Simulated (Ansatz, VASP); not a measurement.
# Ga2O3 in two plane-wave programs, part 2 of 2

Aim: how closely do two programs agree when they are given the same cell, functional and k mesh? The two relaxations start from unlike cells of this crystal (the structure described is Ansatz's start), so only their ends are compared.

VASP 6.6.1 and Ansatz 0.2.0.

So far: The starting structure; VASP: relaxation of cell and atoms, RPBE.

**3. Ansatz: relaxation of cell and atoms, RPBE**

Level of this step: Ansatz beside VASP: Kohn-Sham DFT, plane waves, RPBE (Ansatz).

Ansatz runs on its default PAW (the set named soft_2) files.

Its own start cell and the same functional, mesh and smearing now go to Ansatz, which takes its cutoff from its data sets.

Input file input.yaml:

```yaml
crystal:
  lattice:
    - [2.4986991939, 1.4426246522, 4.4835497685]
    - [-2.4986991939, 1.4426246522, 4.4835497685]
    - [0.0, -2.8852493044, 4.4835497685]
  atoms:
    - { symbol: Ga, position: [0.85558558, 0.85558558, 0.85558558] }
    - { symbol: Ga, position: [0.64441442, 0.64441442, 0.64441442] }
    - { symbol: Ga, position: [0.14441442, 0.14441442, 0.14441442] }
    - { symbol: Ga, position: [0.35558558, 0.35558558, 0.35558558] }
    - { symbol: O, position: [0.75, 0.44683282, 0.05316718] }
    - { symbol: O, position: [0.44683282, 0.05316718, 0.75] }
    - { symbol: O, position: [0.05316718, 0.75, 0.44683282] }
    - { symbol: O, position: [0.25, 0.55316718, 0.94683282] }
    - { symbol: O, position: [0.94683282, 0.25, 0.55316718] }
    - { symbol: O, position: [0.55316718, 0.94683282, 0.25] }
kpoints:
  mp_grid: { grid: [6, 6, 6] }
hamiltonian:
  xc: rpbe
scf:
  occupations: { method: gaussian, width: 0.02 }
output:
  forces: true
  stress: true
  eigenvalues: true
  write_density: true
  write_potential: true
  elf: true
  volumetric_format: npy
relax:
  adjacent_minimum: "off"
  f_tol: 0.005
  max_steps: 60
  cell: { stress_tol: 0.03 }
```

Started as:

```bash
> ansatz run input.yaml --threads 4 --pin off --max-ram 16384MiB --backend cpu --events-out ev --progress --plain --runs-dir out
```

Numbers of over 12 decimals in the logs are rounded to 6 here.

What it wrote:

```text
Engine: ansatz 0.2.0, aarch64-unknown-linux-gnu
Pseudopotentials: kind: paw
Pseudopotential: Ga, paw, valence charge 13, recommended cutoff 420 eV (normal), Ga.paw.azcp
Pseudopotential: O, paw, valence charge 6, recommended cutoff 420 eV (normal), O.paw.azcp
Functional definition: RPBE
  parameter kappa = 0.804
  parameter beta = 0.066725
  exchange = rpbe_x(kappa = kappa, mu = beta*pi^2/3)
  correlation = pbe_c(beta = beta)
Crystal: 10 atoms, lattice volume = 96.971 Å³
Basis set: ecut = 420 eV, 1899 PW (Γ), exchange–correlation on 72×72×72 points (8 copies of the dense FFT grid, shifted against one another)
Bands: 54, of which v1, the nominal top of the filled ones, is band 44 counted from 1 (43 counted from 0)
Symmetry: 12 space group operations
Space group: R-3c (ITA 167), of the structure as read, at distance tolerance 4.6e-5 Å
k-points: 32 of 216
Non-local potential: Ga, projectors of the file, l = 0: 2, l = 1: 2, l = 2: 3, l = 3: 1
Non-local potential: O, projectors of the file, l = 0: 2, l = 1: 2, l = 2: 1
PAW form: soft (Blöchl's): semilocal exchange-correlation on the pseudo side does not see the compensation charge
PAW frozen core: Ga, regenerated for the run's functional, and the local potential with it (the file was generated under x = pbe(κ = 0.804, μ = 0.219515), c = pbe(β = 0.066725))
PAW frozen core: O, regenerated for the run's functional, and the local potential with it (the file was generated under x = pbe(κ = 0.804, μ = 0.219515), c = pbe(β = 0.066725))
PAW one-centre angular grid: Ga, 590 points (default); XC on 64 Gauss nodes
PAW one-centre angular grid: O, 110 points (default); XC on 64 Gauss nodes
Initial density: superposition of atomic densities (neutral atoms: chi_scale 0, normalization atom), corrected by the library's trained network
Initial wavefunctions: pseudopotential atomic-orbital guess
Functional: x = rpbe, c = pbe(β = 0.066725)
SCF iter   1: F=—  HF=-18571.998009 eV  |F-HF|=—  |Δ(HF+E_count)|=         —  Δρ=5.03e-3  dr2=1.53e-2  ethr=1.77e-3  ⟨swp⟩=6.2  Hψ=6329  notcnv=0  defer=5
preconditioner: auto → Resta (q_TF=auto, 2.685 Å⁻¹)  ε∞=4.7  [insulator: Δε(μ)=2.895 eV  Ē_g=18.295 eV  σ=0.020 eV  W_gap=1.00  n_scr=26 (ndim 8)  ℏωp=35.4 eV  f_vac=0.015  D(μ)=0.00/eV (n_scr^D=0)  ε∞_Penn≈4.7]
SCF iter   2: F=—  HF=-18571.993592 eV  |F-HF|=—  |Δ(HF+E_count)|=   4.42e-3  Δρ=1.99e-3  dr2=2.01e-3  ethr=1.73e-5  ⟨swp⟩=2.0  Hψ=3605  notcnv=0  defer=140
SCF iter   3: F=—  HF=-18571.993936 eV  |F-HF|=—  |Δ(HF+E_count)|=   3.44e-4  Δρ=1.07e-3  dr2=4.72e-4  ethr=2.28e-6  ⟨swp⟩=2.5  Hψ=2834  notcnv=0  defer=140
SCF iter   4: F=—  HF=-18571.994155 eV  |F-HF|=—  |Δ(HF+E_count)|=   2.19e-4  Δρ=2.42e-4  dr2=6.97e-5  ethr=5.36e-7  ⟨swp⟩=2.0  Hψ=2699  notcnv=0  defer=140
SCF iter   5: F=—  HF=-18571.994204 eV  |F-HF|=—  |Δ(HF+E_count)|=   4.86e-5  Δρ=9.88e-5  dr2=9.75e-6  ethr=7.92e-8  ⟨swp⟩=2.4  Hψ=2806  notcnv=0  defer=140
SCF iter   6: F=—  HF=-18571.994226 eV  |F-HF|=—  |Δ(HF+E_count)|=   2.27e-5  Δρ=1.54e-5  dr2=2.65e-7  ethr=1.11e-8  ⟨swp⟩=2.0  Hψ=2996  notcnv=0  defer=140
SCF iter   7: F=-18571.994227 eV  HF=-18571.994227 eV  |F-HF|=2.02e-8  |Δ(HF+E_count)|=   4.63e-7  Δρ=3.75e-6  dr2=1.17e-8  ethr=1.14e-10  ⟨swp⟩=13.5  Hψ=12582  notcnv=0
SCF 1 converged in 7 iterations: F = -18571.994227 eV  dr2 = 1.17e-8
  greatest PAW one-centre occupation: 0.998 electrons in one spin orbital (limit 2), on the Ga atom at site 3 (counted from 0), in its partial waves of l = 2
relax step   1: F+E_penalty+E_count = -18571.99422686 eV  Δ(F+E_penalty+E_count) = +0.000e0 eV  max|allowed force component| = 3.933e-2 eV/Å  Δτ_max = 0.0000 Å  P = +13.281 GPa  Ω = 96.971 Å³  (7 SCF iters, dr2 threshold 1.00e-7 eV, accepted)
[...]
relax step  10: F+E_penalty+E_count = -18572.23804876 eV  Δ(F+E_penalty+E_count) = +8.744e-5 eV  max|allowed force component| = 2.176e-5 eV/Å  Δτ_max = 0.0000 Å  P = +0.000 GPa  Ω = 103.209 Å³  energy of the carried Pulay correction = -8.977e-5 eV  (4 SCF iters, dr2 threshold 3.47e-9 eV, accepted)
[...]
relax step  11: F+E_penalty+E_count = -18572.23821653 eV  Δ(F+E_penalty+E_count) = -1.678e-4 eV  max|allowed force component| = 2.927e-5 eV/Å  Δτ_max = 0.0000 Å  P = +0.001 GPa  Ω = 103.209 Å³  stress off target by 1.15e-3 GPa  SCF on the basis re-selected at this cell (its energy is not comparable with the rows above)  (5 SCF iters)
basis re-selected at this cell: Δ(F+E_penalty+E_count) = -1.678e-4 eV, ΔP = +0.000 GPa vs the last step (what re-selecting the basis moved, of the pressure what is left beyond the Pulay correction that the steps carried, after the strain that the cell walked since its last selection, with what the two solves' SCF thresholds leave and, on support functions, any second-order correction that the steps lacked; it is no m [...]
SCF converged after 5 iterations
Free energy (F): -18572.238217 eV
Harris-Foulkes:  -18572.238217 eV  (|F-HF|=1.46e-11)
Internal energy: -18572.238217 eV  (E = F + TS)
E sigma→0 (E₀):  -18572.238217 eV
Fermi energy:    9.488124 eV
--- Per-component energies (eV) ---
  E_band       = -57.692357
  E_kinetic    = 1514.797776
  E_local      = -8760.746828  (includes V_loc(G=0)·N_el)
  E_nonlocal   = 2016.686352
  E_hartree    = 3941.095392
  E_xc         = -712.067530
  E_vxc        = -787.284516  (∫ρ·V_xc dr)
  E_paw        = -8976.516152  (= ΣΔE_a)
  E_vpaw       = -1923.350133  (= ΣTr[D̂ρ^β])
  E_aug_tail   = 0.013916  (compensation charges beyond the density's cutoff)
  E_ewald      = -7594.879455
  E_core_change = -0.621687  (= ΣΔE_core)
  E_smearing   = -0.000000  (= −TS)
  E_closure    = 0.000000  (closes the sum)
  Σ components = -18572.238217   (vs F -18572.238217, Δ=0.00e0)
--- Forces (eV/Å), atoms counted from 1 ---
  atom   1  Ga    -0.00000000    -0.00000000    -0.00002927
  atom   2  Ga     0.00000000     0.00000000     0.00002927
  atom   3  Ga     0.00000000     0.00000000     0.00002927
  atom   4  Ga    -0.00000000    -0.00000000    -0.00002927
  atom   5  O     -0.00001311     0.00002271     0.00000000
  atom   6  O      0.00002622    -0.00000000    -0.00000000
  atom   7  O     -0.00001311    -0.00002271    -0.00000000
  atom   8  O      0.00001311    -0.00002271    -0.00000000
  atom   9  O      0.00001311     0.00002271     0.00000000
  atom  10  O     -0.00002622     0.00000000     0.00000000
  max |Σ_I F_I| component: 1.04e-17 eV/Å
--- Stress (GPa, compression-positive) ---
        0.000647       0.000000      -0.000000
        0.000000       0.000647       0.000000
       -0.000000      -0.000000       0.001151
  P = ⅓ Tr σ = 0.0008 GPa (0.008 kbar)
--- Band table (eV; the first three rows and the last of 32) ---
  k-point 0: bands = [... 40 lower, 8.0622, 8.0767, 8.1580, 8.1580, 10.6024, 14.5566, 14.8897, 16.7745, ... 6 higher]
  k-point 1: bands = [... 40 lower, 7.8594, 7.9439, 8.2127, 8.3049, 11.4822, 14.4632, 15.1659, 16.4292, ... 6 higher]
  k-point 2: bands = [... 40 lower, 7.7068, 7.7812, 8.1987, 8.3156, 12.9458, 14.3575, 14.9885, 15.6066, ... 6 higher]
  k-point 31: bands = [... 40 lower, 8.0926, 8.0926, 8.0926, 8.0926, 13.6949, 13.6949, 15.7237, 15.7237, ... 6 higher]
--- Relaxed structure (8 steps of the walk, 8 accepted, 3 SCFs on fresh bases) ---
  F+E_penalty+E_count = -18572.23821653 eV   max|allowed force component| = 2.927e-5 eV/Å   (the final SCF, on the basis selected at the relaxed cell)
  cell:  # Å, volume = 103.2094 Å³
    - [2.549165, 1.471761, 4.584930]
    - [-2.549165, 1.471761, 4.584930]
    - [0, -2.943522, 4.584930]
  atoms:
    - { symbol: Ga, position: [0.855711, 0.855711, 0.855711] }
    - { symbol: Ga, position: [0.644289, 0.644289, 0.644289] }
    - { symbol: Ga, position: [0.144289, 0.144289, 0.144289] }
    - { symbol: Ga, position: [0.355711, 0.355711, 0.355711] }
    - { symbol: O, position: [0.75, 0.446613, 0.053387] }
    - { symbol: O, position: [0.446613, 0.053387, 0.75] }
    - { symbol: O, position: [0.053387, 0.75, 0.446613] }
    - { symbol: O, position: [0.250000, 0.553387, 0.946613] }
    - { symbol: O, position: [0.946613, 0.250000, 0.553387] }
    - { symbol: O, position: [0.553387, 0.946613, 0.250000] }
```

In the SCF lines HF is the Harris–Foulkes energy and dr2 the Hartree energy of the density residual, in eV; the loop may stop once dr2 is under the threshold and the program's other checks hold. Hψ counts applications of the Hamiltonian.

**4. Differences**

Known differences besides the potentials themselves: the cutoff is 420 eV in Ansatz and 600 eV in VASP; Ansatz makes its cores anew for this functional, VASP keeps those of its PBE data sets; Ansatz adds a Pulay correction to the stress that steers its cell, VASP none. Total energies have different zeros and are not compared.

Both answers:

```tsv
quantity	Ansatz	VASP	difference
volume (Å³)	103.21	103.49	-0.27 %
edge a after relaxation, in the typed setting (Å)	5.449	5.453	-0.08 %
```

**5. What came out**

```
difference in volume (relaxation of cell and atoms, RPBE) : -0.27 %
```

In words: The difference in volume is -0.27 % (relaxation of cell and atoms, RPBE), within the 1.2 % picked in this series as the mark of a large difference, as far as the stopping tolerances let one tell. 3 further runs of this series are not shown here. Such differences can come from data sets, numerical settings and the points named under the comparisons, not from the functional's error against experiment.

[Lines on the potential files, build, host, timing and source positions are cut from VASP's logs without a mark.]

[Logs are printed without paths, hosts, clocks, repeated set-up lines and the standing remarks that a program may print on its own settings, such as how far it seeks lower states.]

[Hosts, paths, dates, database ids (printed as entryN), source tags and the programs' standing remarks are cut or masked in the printed files.]
